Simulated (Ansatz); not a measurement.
PbI2 (CdI2 type), relaxed with r2SCAN+rVV10 in Ansatz. Space group P-3m1 (No. 164), trigonal; conventional cell a = 4.564 Å, c = 7.048 Å, 42.38 Å³ an atom. Pb has 6 I at 3.24 Å; I has 3 Pb at 3.24 Å.

The axes x, y and z are those of this cell:
```xyz
3
Lattice="4.5641 0.0000 0.0000 -2.2820 3.9526 0.0000 0.0000 0.0000 7.0475" Properties=species:S:1:pos:R:3 pbc="T T T"
Pb    0.0000    0.0000    0.0000
I     0.0000    2.6351    1.8796
I     2.2820    1.3175    5.1679
```

Unstrained: The PBE gap is direct at A: 2.231 eV. r2SCAN gives a direct gap of 2.626 eV at A. The HSE06 gap is direct at A: 2.934 eV. Meshes: PBE 6×6×4, r2SCAN 6×6×4, HSE06 6×6×4. Strains are changes of length per length. After each strain the atoms were relaxed again with r2SCAN+rVV10 within the symmetry that the strain leaves, so tilts or polar shifts that break it weren't tested; points keep the names that they have in the unstrained zone. No spin polarisation and no zero-point or thermal motion.

Q: For epitaxial -0.47 % in the xy plane, how far does the free direction move, and what happens to the gap?

A: The normal strain at zero normal stress is +0.23 %, 0.50 of the in-plane strain with the sign turned. PBE: the gap goes from 2.231 to 2.230 eV (-0.001 eV). r2SCAN: the gap goes from 2.626 to 2.628 eV (+0.002 eV). HSE06: the gap goes from 2.934 to 2.929 eV (-0.005 eV).

Q: Apply isotropic +3.9 % on every length. How far does the gap move, against the unstrained cell?

A: PBE: the gap goes from 2.231 to 2.256 eV (+0.025 eV); it turns from direct (A) to indirect (H → A). r2SCAN: the gap goes from 2.626 to 2.638 eV (+0.012 eV); it turns from direct (A) to indirect (H → A).

Spin-orbit coupling is left out; in compounds of Pb, Bi, Tl or Hg it can lower a gap by up to about 1 eV, split its edges or invert the bands.
